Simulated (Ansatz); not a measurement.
## ZnS: how the free axis answers a strain

ZnS, P6_3mc, a = 3.844 Å, c = 6.305 Å. The compound has several low-lying forms, and this is one of them. Ansatz: PBE, PAW, 420 eV, Γ-centred 12×12×4 mesh on 4 atoms, Gaussian smearing 0.02 eV; no spin polarisation. Series: biaxial strain in the a-b plane, c and atoms relaxed; x is the strain in per cent. y is the change of c in per cent of 6.305 Å.

| x (%) | y (%) |
| --- | --- |
| -3.0 | 1.80 |
| -2.0 | 1.20 |
| -1.0 | 0.60 |
| 0.0 | 0.00 |
| 1.0 | -0.53 |
| 2.0 | ? |
| 3.0 | -1.61 |

Q: Fit y = c1 x + c2 x² to the other rows, say what c1 measures, and predict the missing y.

A: Least squares on the rows shown. y = −0.5696 x + 0.01124 x². With no stress along c, c1 = −2C13/C33 = -0.570. At x = 2.0 the fit asked for gives -1.09 %. The run gave -1.08 %, so the fit is 0.01 % too low, within the rms miss on the fitted rows (0.02 %).